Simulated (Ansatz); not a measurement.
Runs of Ansatz 0.2.0 on Sb. Symmetry: Pm-3m, No. 221, cubic system. Conventional cell: a = 3.160 Å, b = 3.160 Å, c = 3.160 Å, α = 90.00°, β = 90.00°, γ = 90.00°. Sb (site symmetry m-3m) is surrounded by 6 Sb at 3.16 Å. This isn't the form of Sb at room conditions, which is rhombohedral.

```csv
task,level,cell,k mesh,atoms under strain,gap on the mesh (eV),pressure (GPa),relaxed volume (Å³/atom)
relaxation of cell and atoms,BLYP+D3(BJ),relaxed,8 × 8 × 8,-,none,0.0,29.17
relaxation of cell and atoms,RPBE+D4,relaxed,8 × 8 × 8,-,none,0.0,(a)
elastic constants,LDA,as given,6 × 6 × 6,relaxed,none,-4.9,-
phonons,LDA,as given,6 × 6 × 6,-,none,-,-
relaxation of cell and atoms,revPBE+D4,relaxed,8 × 8 × 8,-,none,0.0,28.52
```

Alike in all rows: potentials or basis Ansatz PAW; no spin polarisation; cutoff (eV) 420; smearing fermi-dirac 0.05 eV.

Question: Estimate the missing entries.

Answer: (a) 28.23.

Caveats: the PAW data sets come from PBE, with cores solved anew for the run's functional, which leaves a small shift of forces and pressure; the plane-wave basis is chosen anew once the cell has moved, so the energies of steps on either side of that aren't comparable (some runs); pairwise dispersion overbinds metals, which lowers pressure and volume (some runs); the volume moved by -11 % from the deposited cell, more than functionals usually miss (some runs); the cell is more than 3 GPa from zero pressure, which shifts response properties (some runs); elastic constants of metals need much finer meshes, so these are rough (some runs).

A k mesh can miss the band edges, and the runs leave out spin-orbit coupling on Sb.

A gap of «none» marks a metal or a gap under the smearing width.

Runs at the PBE level aren't shown here.
